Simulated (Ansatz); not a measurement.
# GaP: the cost of one run

Computed with Ansatz 0.2.0 (DFT PBEsol, scalar-relativistic, plane waves, PAW, unless a step's input says otherwise).

4 further runs of the same task are left out: 1 that didn't finish, 3 set aside as unsound or not needed.

**1. Starting point**

The structure is cubic, space group F-43m (No. 216). The conventional cell has a = 5.438 Å, b = 5.438 Å, c = 5.438 Å, α = 90.00°, β = 90.00°, γ = 90.00°. Ga (site symmetry -43m) is surrounded by 4 P at 2.35 Å. P (site symmetry -43m) is surrounded by 4 Ga at 2.35 Å.

As a file:

```
Ga P
1.0
     0.00000    2.71923    2.71923
     2.71923    0.00000    2.71923
     2.71923    2.71923    0.00000
Ga P
1 1
Direct
  0.00000 0.00000 0.00000
  0.75000 0.75000 0.75000
```

It is the result of an earlier relaxation at this level (volume 20.11 Å³/atom; gap on the mesh: 1.50 eV).

**2. The cell under 30 GPa**

What is minimised here is the enthalpy; the energy can go up as the cell is squeezed.

File input.yaml:

```yaml
crystal:
  lattice:
    - [0.0, 2.7192250944, 2.7192250944]
    - [2.7192250944, 0.0, 2.7192250944]
    - [2.7192250944, 2.7192250944, 0.0]
  atoms:
    - { symbol: Ga, position: [0.0, 0.0, 0.0] }
    - { symbol: P, position: [0.75, 0.75, 0.75] }
basis:
  ecutwfc: 420
kpoints:
  mp_grid: { grid: [8, 8, 8] }
hamiltonian:
  xc: pbesol
scf:
  occupations: { method: fixed }
output:
  forces: true
  stress: true
  eigenvalues: true
  write_density: true
  write_potential: true
  elf: true
  volumetric_format: npy
relax:
  adjacent_minimum: "off"
  f_tol: 0.001
  max_steps: 60
  cell: { stress_tol: 0.02, p_target: 30.0 }
```

The run is started by

```console
ansatz run input.yaml --threads 1 --pin off --max-ram 3072MiB --backend cpu --events-out ev --progress --plain --runs-dir out
```

**Question.** How long does this run take on 1 thread of Intel Xeon Platinum 8488C (Sapphire Rapids), shared host, and how much memory does it need?

About 25 s, with a peak of 0.38 GiB.
